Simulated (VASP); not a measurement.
Here is a VASP 6.6.1 calculation.

INCAR

```
SYSTEM = Al
  PREC = Accurate
  ENCUT = 520
  EDIFF = 1E-6
  ISMEAR = 0
  SIGMA = 0.023
  LREAL = .FALSE.
  LASPH = .TRUE.
  NELM = 100
  ALGO = Fast
  ISIF = 2
  LWAVE = .FALSE.
  LCHARG = .FALSE.
  GGA = PE
  NBANDS = 8
```

Contents of KPOINTS:

```
Automatic mesh
0
G
  11 11 11
  0 0 0
```

POSCAR

```
Al
1.0
    0.0000000000      2.0248050000      2.0248050000
    2.0248050000      0.0000000000      2.0248050000
    2.0248050000      2.0248050000      0.0000000000
Al
1
Direct
    0.0000000000      0.0000000000      0.0000000000
```

Potentials or basis: VASP PAW PBE potentials, release 64 (Al).

Run with:

```console
$ cat potpaw_PBE.64/Al/POTCAR > POTCAR
$ mpirun -np 1 vasp_std > vasp.out
```

Q: Predict the pressure.

A: -0.5 GPa.

Q: What does it give for the band gap on the k mesh?

A: None (metal or under the smearing width).
